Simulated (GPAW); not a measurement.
# Al (P-1) in GPAW: convergence with smearing function

Aim: find how far smearing function must go before the results for Al settle, at LDA. This setting moves, with any that are tied to it; all else stays.

All numbers are computed with GPAW 26.7.0; they aren't measurements. Logs are shortened: lines on timing, memory, paths and dates and some standing lists are left out, and cuts for length are marked. The log counts tension as positive stress, the text compression.

## (1) Starting point

The typed cell holds 1 atom: a = 2.839 Å, b = 2.840 Å, c = 2.869 Å, α = 60.19°, β = 62.21°, γ = 59.49°.

## (2) With smearing function fermi-dirac

run.py reads:

```python
from ase.dft.bandgap import bandgap
from ase.io import read, write
from ase.units import GPa
from gpaw import GPAW, PW

atoms = read('Al.xyz')

calc = GPAW(mode=PW(600),
            xc='LDA',
            kpts={'size': (9, 9, 8), 'gamma': True},
            occupations={'name': 'fermi-dirac', 'width': 0.1},
            nbands=7,
            convergence={'density': 1e-05, 'energy': 1e-05},
            maxiter=100,
            txt='gpaw.txt')
atoms.calc = calc
energy = atoms.get_potential_energy()
forces = atoms.get_forces()
stress = atoms.get_stress()
calc.write('gs.gpw')
write('result.traj', atoms)
print(f'Energy: {energy:.6f} eV')
print('Forces (eV/A):')
print(forces.round(4))
print('Stress (GPa):', (stress / GPa).round(3))
print('Fermi level:', round(calc.get_fermi_level(), 4), 'eV')
print(f'Gap: {bandgap(calc)[0]:.4f} eV, direct: {bandgap(calc, direct=True)[0]:.4f} eV')
```

Al.xyz reads:

```xyz
1
Lattice="-0.0204552100 1.9706540500 2.0438328400 2.0026569100 0.0099662700 2.0134113600 2.0592944800 1.9968701300 -0.0466712900" Properties=species:S:1:pos:R:3 pbc="T T T"
Al     0.0000000000      0.0000000000      0.0000000000
```

Potentials or basis: the program's PAW data sets (release 1.2.1) made for this functional, pw.

On the command line:

```sh
$ OMP_NUM_THREADS=1 python run.py
```

It took 31 s on 1 thread of Arm Neoverse V1, shared host; peak memory 0.17 GiB.

The run converged. Its results:

```yaml
Free_energy: -4.1603 eV
Pressure: -3.3 GPa
Band_gap_on_the_k_mesh: none (metal or under the smearing width)
```

## (3) With smearing function gaussian

run.py, as its differences from that of step 2:

```diff
@@ -10,3 +10,3 @@
             kpts={'size': (9, 9, 8), 'gamma': True},
-            occupations={'name': 'fermi-dirac', 'width': 0.1},
+            occupations={'name': 'methfessel-paxton', 'order': 0, 'width': 0.1},
             nbands=7,
```

Al.xyz is that of step 2.

Potentials or basis: the program's PAW data sets (release 1.2.1) made for this functional, pw.

On the command line:

```sh
$ OMP_NUM_THREADS=1 python run.py
```

It took 30 s on 1 thread of Arm Neoverse V1, shared host; peak memory 0.17 GiB.

The run converged. Its results:

| Property | Result |
| --- | --- |
| Free energy | -4.1534 eV |
| Pressure | -3.4 GPa |
| Band gap on the k mesh | none (metal or under the smearing width) |

## (4) With smearing function marzari-vanderbilt

run.py, as its differences from that of step 3:

```diff
@@ -10,3 +10,3 @@
             kpts={'size': (9, 9, 8), 'gamma': True},
-            occupations={'name': 'methfessel-paxton', 'order': 0, 'width': 0.1},
+            occupations={'name': 'marzari-vanderbilt', 'width': 0.1},
             nbands=7,
```

Al.xyz is that of step 3.

On the command line:

```sh
$ OMP_NUM_THREADS=1 python run.py
```

Wall time 29 s (1 thread of Arm Neoverse V1, shared host); peak memory 0.17 GiB.

The run converged. Its results:

- Free energy: -4.1522 eV
- Pressure: -3.5 GPa
- Band gap on the k mesh: none (metal or under the smearing width)

## (5) With smearing function methfessel-paxton

run.py, as its differences from that of step 4:

```diff
@@ -10,3 +10,3 @@
             kpts={'size': (9, 9, 8), 'gamma': True},
-            occupations={'name': 'marzari-vanderbilt', 'width': 0.1},
+            occupations={'name': 'methfessel-paxton', 'width': 0.1, 'order': 1},
             nbands=7,
```

Al.xyz is that of step 4.

On the command line:

```sh
$ OMP_NUM_THREADS=1 python run.py
```

It took 30 s on 1 thread of Arm Neoverse V1, shared host; peak memory 0.17 GiB.

Results (log left out):

* Free energy: -4.1522 eV
* Pressure: -3.5 GPa
* Band gap on the k mesh: none (metal or under the smearing width)

## (6) With smearing function tetrahedron-method

run.py, as its differences from that of step 5:

```diff
@@ -10,3 +10,3 @@
             kpts={'size': (9, 9, 8), 'gamma': True},
-            occupations={'name': 'methfessel-paxton', 'width': 0.1, 'order': 1},
+            occupations={'name': 'tetrahedron-method'},
             nbands=7,
```

Al.xyz is that of step 5.

Potentials or basis: the program's PAW data sets (release 1.2.1) made for this functional, pw.

On the command line:

```sh
$ OMP_NUM_THREADS=1 python run.py
```

Run time: 30 s. Hardware: 1 thread of Arm Neoverse V1, shared host; peak memory 0.17 GiB.

The run converged. Its results:

```yaml
Free_energy: -3.9840 eV
Pressure: -3.2 GPa
Band_gap_on_the_k_mesh: none (metal or under the smearing width)
```

## (7) With smearing function improved-tetrahedron-method

run.py, as its differences from that of step 6:

```diff
@@ -10,3 +10,3 @@
             kpts={'size': (9, 9, 8), 'gamma': True},
-            occupations={'name': 'tetrahedron-method'},
+            occupations={'name': 'improved-tetrahedron-method'},
             nbands=7,
```

Al.xyz is that of step 6.

Potentials or basis: the program's PAW data sets (release 1.2.1) made for this functional, pw.

On the command line:

```sh
$ OMP_NUM_THREADS=1 python run.py
```

gpaw.txt:

```text
__  _  _
 | _ |_)|_||  |
 |__||  | ||/\| - 26.7.0

Input parameters:
  mode=PW(ecut=600.0),
  convergence={'density': 1e-05, 'energy': 1e-05},
  kpts=MonkhorstPack(size=(9, 9, 8), gamma=True),
  maxiter=100,
  nbands=7,
  occupations=Occupations(name='improved-tetrahedron-method'),
  xc=XC(name='LDA')

Diagonalizing LCAO Hamiltonian
Converting LCAO to pw mode

       Al

Atoms  # Å, Bohr magnetons
|   | symbol |        x |        y |        z |    initial magnetic moments |
|---|--------|----------|----------|----------|-----------------------------|
| 0 |     Al | 0.000000 | 0.000000 | 0.000000 | ( 0.0000,  0.0000,  0.0000) |

Unit cell  # Å
| periodic |         x |        y |         z |  lengths |    angles |
|----------|-----------|----------|-----------|----------|-----------|
|      yes | -0.020455 | 1.970654 |  2.043833 | 2.839216 | 60.190867 |
|      yes |  2.002657 | 0.009966 |  2.013411 | 2.839817 | 62.209844 |
|      yes |  2.059294 | 1.996870 | -0.046671 | 2.868861 | 59.487265 |

Number of symmetries: 2
Symmetry operations  # r_c * U_cc + t_c -> r_c
|   | kind |            matrix            |
|---|------|------------------------------|
| 0 |  E   |  1, 0, 0,  0, 1, 0,  0, 0, 1 |
| 1 |  i   | -1, 0, 0,  0,-1, 0,  0, 0,-1 |

BZ-sampling:
  Number of BZ points: 648
  Number of IBZ points: 325

  Monkhorst-Pack size: [9, 9, 8]
  Monkhorst-Pack shift: [0.0, 0.0, 0.0625]

K-points  # in reciprocal-cell coordinates
|     |                                coordinates |     weight |
|-----|--------------------------------------------|------------|
|   0 | (  0.00000000,   0.00000000,   0.00000000) | 0.00154321 |
|   1 | (  0.00000000,   0.00000000,   0.12500000) | 0.00308642 |
|   2 | (  0.00000000,   0.00000000,   0.25000000) | 0.00308642 |
|   3 | (  0.00000000,   0.00000000,   0.37500000) | 0.00308642 |
|   4 | (  0.00000000,   0.00000000,   0.50000000) | 0.00154321 |
|   5 | (  0.00000000,   0.11111111,  -0.37500000) | 0.00308642 |
|   6 | (  0.00000000,   0.11111111,  -0.25000000) | 0.00308642 |
|   7 | (  0.00000000,   0.11111111,  -0.12500000) | 0.00308642 |
|   8 | (  0.00000000,   0.11111111,   0.00000000) | 0.00308642 |
|   9 | (  0.00000000,   0.11111111,   0.12500000) | 0.00308642 |
| ... |                                            |            |
| 324 | (  0.44444444,   0.44444444,   0.50000000) | 0.00308642 |

Plane wave coefficients: 566
Cutoff: 600.0 eV

Spin-components: 1 (collinear spins)
Bands:           7
Projectors:      5
Spin-degeneracy: 2
Datatype:        complex128

Parallelization:
  kpt:    1
  domain: 1
  band:   1

Density:
  Valence electrons: 3.0
  Components: 1
  Grid points: [18 18 18]
  Charge: 0.0  # |e|

Potential:
  Grid points: [18 18 18]

species:
  Al:
    name:    Aluminium
    Z:       13.0
    valence: 3
    core:    10
    charge:  0.0  # [|e|]
    compensation charges:
      type: gauss
      rc: 0.34  # [Å]
      lmax: 2
    cutoffs:
      filter: 1.91  # [Å]
      core: 2.36  # [Å]
    projectors
    | kind |    occ | energy [eV] | rcut [Å] |
    |------|--------|-------------|----------|
    |   3s |  2.000 |      -7.830 |    1.085 |
    |   3p |  1.000 |      -2.783 |    1.085 |
    |    s |        |      19.382 |    1.085 |
    |    p |        |      24.428 |    1.085 |
    |    d |        |       0.000 |    1.085 |

    Using partial waves for Al as LCAO basis

Reference energy: -6578.421307  # eV

eigensolver:
  PPCG
  Converge bands: occupied
  niter=2

density mixing:
  MSR1-Mixer
  Pratt-step length: 0.05
  Maximum mixing coefficient: 0.75
  Old densities: 10
  SVD Regularization: 0.005
  Good broyden scale: 1.0
  Trust region scale: 1.0
  Backstep threshold: 4.0
  History deletion threshold: 6.0
  Fourier metric: weight=20.0, sigma=0.015

occupation numbers:
  TetrahedronMethod(rcell=[[-0.24268692993074267, 0.2558858211553426, 0.24012402016529877], [0.25187632680780614, -0.2539680707628677, 0.2473956678269316], [0.23824369282869157, 0.24952483242725973, -0.23820626976047823]], size=[9, 9, 8], bz2ibzmap=[323, 322, 321, 320, 319, 318, 317, 324, 315, 314, 313, 312, 311, 310, 309, 316, 307, 306, 305, 304, 303, 302, 301, 308, 299, 298, 297, 296, 295, 294, 293, 300, 291, 290, 289, 288, 287, 286, 285, 292, 283, 282, 281, 280, 279, 278, 277, 284, 275, 274, 273, 272, 271, 270, 269, 276, 267, 266, 265, 264, 263, 262, 261, 268, 259, 258, 257, 256, 255, 254, 253, 260, 251, 250, 249, 248, 247, 246, 245, 252, 243, 242, 241, 240, 239, 238, 237, 244, 235, 234, 233, 232, 231, 230, 229, 236, 227, 226, 225, 224, 223, 222, 221, 228, 219, 218, 217, 216, 215, 214, 213, 220, 211, 210, 209, 208, 207, 206, 205, 212, 203, 202, 201, 200, 199, 198, 197, 204, 195, 194, 193, 192, 191, 190, 189, 196, 187, 186, 185, 184, 183, 182, 181, 188, 179, 178, 177, 176, 175, 174, 173, 180, 171, 170, 169, 168, 167, 166, 165, 172, 163, 162, 161, 160, 159, 158, 157, 164, 155, 154, 153, 152, 151, 150, 149, 156, 147, 146, 145, 144, 143, 142, 141, 148, 139, 138, 137, 136, 135, 134, 133, 140, 131, 130, 129, 128, 127, 126, 125, 132, 123, 122, 121, 120, 119, 118, 117, 124, 115, 114, 113, 112, 111, 110, 109, 116, 107, 106, 105, 104, 103, 102, 101, 108, 99, 98, 97, 96, 95, 94, 93, 100, 91, 90, 89, 88, 87, 86, 85, 92, 83, 82, 81, 80, 79, 78, 77, 84, 75, 74, 73, 72, 71, 70, 69, 76, 67, 66, 65, 64, 63, 62, 61, 68, 59, 58, 57, 56, 55, 54, 53, 60, 51, 50, 49, 48, 47, 46, 45, 52, 43, 42, 41, 40, 39, 38, 37, 44, 35, 34, 33, 32, 31, 30, 29, 36, 27, 26, 25, 24, 23, 22, 21, 28, 19, 18, 17, 16, 15, 14, 13, 20, 11, 10, 9, 8, 7, 6, 5, 12, 3, 2, 1, 0, 1, 2, 3, 4, 5, 6, 7, 8, 9, 10, 11, 12, 13, 14, 15, 16, 17, 18, 19, 20, 21, 22, 23, 24, 25, 26, 27, 28, 29, 30, 31, 32, 33, 34, 35, 36, 37, 38, 39, 40, 41, 42, 43, 44, 45, 46, 47, 48, 49, 50, 51, 52, 53, 54, 55, 56, 57, 58, 59, 60, 61, 62, 63, 64, 65, 66, 67, 68, 69, 70, 71, 72, 73, 74, 75, 76, 77, 78, 79, 80, 81, 82, 83, 84, 85, 86, 87, 88, 89, 90, 91, 92, 93, 94, 95, 96, 97, 98, 99, 100, 101, 102, 103, 104, 105, 106, 107, 108, 109, 110, 111, 112, 113, 114, 115, 116, 117, 118, 119, 120, 121, 122, 123, 124, 125, 126, 127, 128, 129, 130, 131, 132, 133, 134, 135, 136, 137, 138, 139, 140, 141, 142, 143, 144, 145, 146, 147, 148, 149, 150, 151, 152, 153, 154, 155, 156, 157, 158, 159, 160, 161, 162, 163, 164, 165, 166, 167, 168, 169, 170, 171, 172, 173, 174, 175, 176, 177, 178, 179, 180, 181, 182, 183, 184, 185, 186, 187, 188, 189, 190, 191, 192, 193, 194, 195, 196, 197, 198, 199, 200, 201, 202, 203, 204, 205, 206, 207, 208, 209, 210, 211, 212, 213, 214, 215, 216, 217, 218, 219, 220, 221, 222, 223, 224, 225, 226, 227, 228, 229, 230, 231, 232, 233, 234, 235, 236, 237, 238, 239, 240, 241, 242, 243, 244, 245, 246, 247, 248, 249, 250, 251, 252, 253, 254, 255, 256, 257, 258, 259, 260, 261, 262, 263, 264, 265, 266, 267, 268, 269, 270, 271, 272, 273, 274, 275, 276, 277, 278, 279, 280, 281, 282, 283, 284, 285, 286, 287, 288, 289, 290, 291, 292, 293, 294, 295, 296, 297, 298, 299, 300, 301, 302, 303, 304, 305, 306, 307, 308, 309, 310, 311, 312, 313, 314, 315, 316, 317, 318, 319, 320, 321, 322, 323, 324], parallel_layout=<1x1x1>)

poisson solver:
  ecut: 4800.0  # eV

xc functional:
  name: None

convergence criteria:
- Maximum integral of absolute [dens]ity change: 1e-05 electrons / valence electron
- Maximum [total energy] change in last 3 cyles: 1e-05 eV / valence electron
- Maximum integral of absolute [eigenst]ate change: 4e-08 eV^2 / valence electron
maximum number of iterations: 100

SCF iterations
|iter     | |      energy | eigst |  dens |
|---------|-|-------------|-------|-------|
|iter:   1| |   -4.165671 | -0.19 |       |
|iter:   2| |   -4.165256 | -3.38 | -0.98 |
|iter:   3| |   -4.160410 | -3.53 | -1.00 |
|iter:   4| |   -4.160257 | -4.25 | -1.56 |
|iter:   5| |   -4.160252 | -6.21 | -2.97 |
|iter:   6| |   -4.160250c| -6.84 | -3.42 |
|iter:   7| |   -4.160250c| -8.78c| -4.61 |
|iter:   8| |   -4.160250c| -9.72c| -5.13c|

Converged in 8 steps
Energy contributions relative to reference atoms: (reference = -6578.421307)

Energy contributions:
  Kinetic:           3.713742
  Coulomb:          -1.830058
  Zero:             -0.004887
  External:          0.000000
  Xc:               -6.039047
  Entropy:           0.000000
  Spinorbit:         0.000000
  ----------------------------
  Free energy:      -4.160250
  Extrapolated:     -4.160250

dipole moment: (-6.974436, -6.863980, -6.921071)  # |e|*Ang

Fermi level: 6.920
Eigenvalues  # (at kpt = [0.000, 0.000, 0.000])
| band index |      eig [eV] | occ [0-2] |
|------------|---------------|-----------|
|          0 |        -4.161 |     2.000 |
|          1 |        18.724 |     0.000 |
|          2 |        19.734 |     0.000 |
|          3 |        19.963 |     0.000 |
|          4 |        20.020 |     0.000 |
|          5 |        20.791 |     0.000 |
|          6 |        21.427 |     0.000 |

No gap
No difference between direct/indirect transitions

Forces  # eV/Ang
|       x |       y |       z |
|---------|---------|---------|
| 0.00000 | 0.00000 | 0.00000 |  # Al   0

Stress tensor  # eV/Ang^3
|         x |         y |         z |
|-----------|-----------|-----------|
|  0.022617 | -0.003018 | -0.011969 |
| -0.003018 |  0.018447 | -0.004808 |
| -0.011969 | -0.004808 |  0.033637 |

# Writing to gs.gpw (mode='')
```

stdout:

```text
Energy: -4.160250 eV
Forces (eV/A):
[[0. 0. 0.]]
Stress (GPa): [ 3.624  2.956  5.389 -0.77  -1.918 -0.484]
Fermi level: 6.9202 eV
Gap: 0.0000 eV, direct: 0.0000 eV
```

Run time: 30 s. Hardware: 1 thread of Arm Neoverse V1, shared host; peak memory 0.17 GiB.

What came out:

```yaml
Free_energy: -4.1602 eV
Pressure: -4.0 GPa
Band_gap_on_the_k_mesh: none (metal or under the smearing width)
```

## (8) The series at a glance

```
          smearing function  energy less the tightest run, at zero smearing (meV/atom)  pressure (GPa)  SCF cycles  CPU time (s)  peak memory (GiB)
                fermi-dirac                                                       8.02           -3.28           8            31               0.17
                   gaussian                                                       8.07           -3.45           8            30               0.17
         marzari-vanderbilt                                                       8.05           -3.49           8            29               0.17
          methfessel-paxton                                                       8.04           -3.51           8            30               0.17
         tetrahedron-method                                                     176.29           -3.19           8            30               0.17
improved-tetrahedron-method                                                       0.00           -3.99           8            30               0.17
```

Not settled before the last step: the energy (to 1 meV/atom), the pressure (to 0.1 GPa). Narrower smearing needs a denser k mesh, so at a fixed mesh the narrowest width isn't the most accurate. The tightest run that finished is the yardstick and may itself not be fully converged.
